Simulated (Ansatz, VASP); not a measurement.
In: VASP beside Ansatz

```
In
1.0
     3.12627    0.00000    0.00000
     0.00000    3.12627    0.00000
     0.00000    0.00000    3.12627
In
1
Direct
  0.00000 0.00000 0.00000
```

Alike in both runs: task single point; functional revPBE; k mesh 11 × 11 × 11; occupations fermi-dirac, width 0.1 eV; no spin polarisation.

|  | VASP | Ansatz |
| --- | --- | --- |
| version | VASP 6.6.1 | Ansatz 0.2.0 |
| potentials or method | VASP PAW PBE potentials, release 64 (In_d) | plane waves (420 eV) with PAW, scalar-relativistic |
| plane-wave cutoff (eV) | 520 | 420 |
| valence electrons in the cell | 13 | 13 |

|  | VASP | Ansatz | Ansatz less VASP |
| --- | --- | --- | --- |
| pressure (GPa) | 0.2 | 0.2 | +0.01 |

The functional is the same, so the differences come from potentials, cutoffs and numerics.

Caveats: the PAW data sets were made with another functional, which shifts forces and pressure a little (VASP).
